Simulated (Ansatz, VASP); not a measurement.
# Ge: VASP beside Ansatz

run.py

```python
from ase.calculators.vasp import Vasp
from ase.dft.bandgap import bandgap
from ase.spacegroup import crystal

atoms = crystal(
    ['Ge'],
    basis=[[0.5, 0.0, 0.0]],
    spacegroup=65,
    setting=1,
    cellpar=[2.794298, 5.201032, 2.698231, 90.0, 90.0, 90.0],
    primitive_cell=True,
)
calc = Vasp(
    directory='calc',
    xc='pbesol',
    pp='PBE',
    setups='materialsproject',
    prec='Accurate',
    encut=520,
    ediff=1e-06,
    ismear=0,
    sigma=0.02,
    lreal=False,
    lasph=True,
    nelm=80,
    algo='Fast',
    isif=2,
    lwave=False,
    lcharg=False,
    kpts=[11, 11, 10],
    gamma=True,
    nbands=13,
)
atoms.calc = calc

print('energy (eV):', atoms.get_potential_energy())
print('free energy (eV):', atoms.get_potential_energy(force_consistent=True))
print('forces (eV/A):')
print(atoms.get_forces())
print('stress (eV/A^3, Voigt):', atoms.get_stress())
print('Fermi level (eV):', calc.get_fermi_level())
gap, top, bottom = bandgap(calc)
print('band gap (eV):', gap, 'from (spin, k, band)', top, 'to', bottom)
```

Contents of input.yaml:

```yaml
crystal:
  lattice:
    - [1.397149, -2.600516, 0.0]
    - [1.397149, 2.600516, 0.0]
    - [0.0, 0.0, 2.698231]
  atoms:
    - { symbol: Ge, position: [0.5, 0.5, 0.0] }
hamiltonian:
  xc: pbesol
  pseudopotentials: { kind: paw }
kpoints:
  mp_grid: { grid: [11, 11, 10] }
scf:
  occupations: { method: gaussian, width: 0.02 }
output:
  forces: true
  stress: true
  eigenvalues: true
```

This isn't the form of Ge at room conditions, which is diamond.

Alike in both runs: task single point; functional PBEsol; k mesh 11 × 11 × 10; occupations gaussian, width 0.02 eV; no spin polarisation.

|  | VASP | Ansatz |
| --- | --- | --- |
| version | VASP 6.6.1 | Ansatz 0.2.0 |
| potentials or method | VASP PAW PBE potentials, release 64 (Ge_d) | Ansatz PAW |
| plane-wave cutoff (eV) | 520 | 420 |
| valence electrons in the cell | 14 | 14 |

```tsv
	VASP	Ansatz	Ansatz less VASP
gap on the k mesh at the Fermi level (eV)	none	none	-
pressure (GPa)	-3.9	-4.1	-0.21
largest component of the traceless stress (GPa)	1.93	1.95	+0.019
```

A gap of «none» marks a metal or a gap that the smearing closes. The functional is the same, so the differences come from potentials, cutoffs and numerics.

Caveats: the PAW data sets were made with another functional, which shifts forces and pressure a little (VASP); the PAW data sets come from PBE, with cores solved anew for the run's functional, which leaves a small shift of forces and pressure (Ansatz).
